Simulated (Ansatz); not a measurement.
# Te2Mo: the cost of one run

Computed with Ansatz 0.2.0 (DFT, PBE, plane-wave PAW, default files, scalar-relativistic, unless a step's input says otherwise).

### 1 The system as given

It takes space group P2_1/m (No. 11, monoclinic). The conventional cell has a = 6.330 Å, b = 3.469 Å, c = 13.860 Å, α = 90.00°, β = 93.92°, γ = 90.00°. Around Te (site symmetry m) lie 3 Mo at 2.70 to 2.71 Å. Around Te (site symmetry m) lie 3 Mo at 2.79 to 2.82 Å. Around Te (site symmetry m) lie 3 Mo at 2.70 Å. Te (site symmetry m) is surrounded by 3 Mo at 2.79 to 2.81 Å. Mo (site symmetry m) has 6 Te at 2.70 to 2.81 Å and 2 Mo at 2.90 Å as nearest neighbours. Mo (site symmetry m) has 6 Te at 2.70 to 2.82 Å and 2 Mo at 2.89 Å as nearest neighbours.

Structure file:

```cif
data_structure
_symmetry_space_group_name_H-M 'P 1'
_symmetry_Int_Tables_number 1
_cell_length_a 6.3300
_cell_length_b 3.4690
_cell_length_c 13.8600
_cell_angle_alpha 90.000
_cell_angle_beta 93.917
_cell_angle_gamma 90.000
_cell_volume 303.64
loop_
_atom_site_label
_atom_site_type_symbol
_atom_site_fract_x
_atom_site_fract_y
_atom_site_fract_z
_atom_site_occupancy
Te1 Te 0.55680 0.75000 0.35160 1
Te2 Te 0.44320 0.25000 0.64840 1
Te3 Te 0.58880 0.25000 0.10450 1
Te4 Te 0.41120 0.75000 0.89550 1
Te5 Te 0.09700 0.75000 0.14860 1
Te6 Te 0.90300 0.25000 0.85140 1
Te7 Te 0.05630 0.25000 0.39550 1
Te8 Te 0.94370 0.75000 0.60450 1
Mo1 Mo 0.31810 0.75000 0.50660 1
Mo2 Mo 0.68190 0.25000 0.49340 1
Mo3 Mo 0.18330 0.25000 0.00740 1
Mo4 Mo 0.81670 0.75000 0.99260 1
```

### 2 Single point at the given positions

The input, input.yaml:

```yaml
crystal:
  lattice:
    - [6.33, 0.0, 0.0]
    - [0.0, 3.469, 0.0]
    - [-0.9467947088, 0.0, 13.8276237937]
  atoms:
    - { symbol: Te, position: [0.5568, 0.75, 0.3516] }
    - { symbol: Te, position: [0.4432, 0.25, 0.6484] }
    - { symbol: Te, position: [0.5888, 0.25, 0.1045] }
    - { symbol: Te, position: [0.4112, 0.75, 0.8955] }
    - { symbol: Te, position: [0.097, 0.75, 0.1486] }
    - { symbol: Te, position: [0.903, 0.25, 0.8514] }
    - { symbol: Te, position: [0.0563, 0.25, 0.3955] }
    - { symbol: Te, position: [0.9437, 0.75, 0.6045] }
    - { symbol: Mo, position: [0.3181, 0.75, 0.5066] }
    - { symbol: Mo, position: [0.6819, 0.25, 0.4934] }
    - { symbol: Mo, position: [0.1833, 0.25, 0.0074] }
    - { symbol: Mo, position: [0.8167, 0.75, 0.9926] }
kpoints:
  mp_grid: { grid: [7, 13, 4] }
scf:
  occupations: { method: fermi_dirac, width: 0.02 }
hamiltonian:
  xc: pbe
  pseudopotentials: { kind: paw }
output:
  forces: true
  stress: true
  populations: true
  efg: { quadrupole_moments_barn: { Mo: -0.022 }, contact_densities: true }
```

The run is started by

```bash
> ansatz run input.yaml --threads 4 --pin off --max-ram 8192MiB --backend cpu --events-out ev --progress --plain --runs-dir out
```

What time and memory should one allow on 4 threads of Intel Xeon Platinum 8375C at 2.90GHz (Ice Lake), shared host?

About 49 s, with a peak of 2.6 GiB.
